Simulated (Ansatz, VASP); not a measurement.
**Pt: VASP beside Ansatz**

```
Pt
1.0
    -1.49791    1.49791    1.49791
     1.49791   -1.49791    1.49791
     1.49791    1.49791   -1.49791
Pt
1
Direct
  0.00000 0.00000 0.00000
```

Change from the starting cell: volume scaled by 0.9, LAPW.

Alike in both runs: task single point; functional LDA; k mesh 19 × 19 × 19; occupations fermi-dirac, width 0.1 eV; no spin polarisation.

|  | VASP | Ansatz |
| --- | --- | --- |
| version | VASP 6.6.1 | Ansatz 0.2.0 |
| potentials or method | VASP PAW LDA potentials, release 64 (Pt), cutoff 520 eV | all-electron LAPW, scalar-relativistic |

Ansatz gave:

```
pressure (GPa) : 40.9
```

**Question.** Estimate VASP's values.

**Answer.** Pressure (GPa): 42.1.

Ansatz ran all-electron here, so the differences hold the error of VASP's frozen core and of both bases.

Caveats: so large a pressure means that the cell lies far from this level's equilibrium, or that cutoff or potentials fall short (VASP). Spin-orbit coupling is left out, which matters for the levels of Pt.
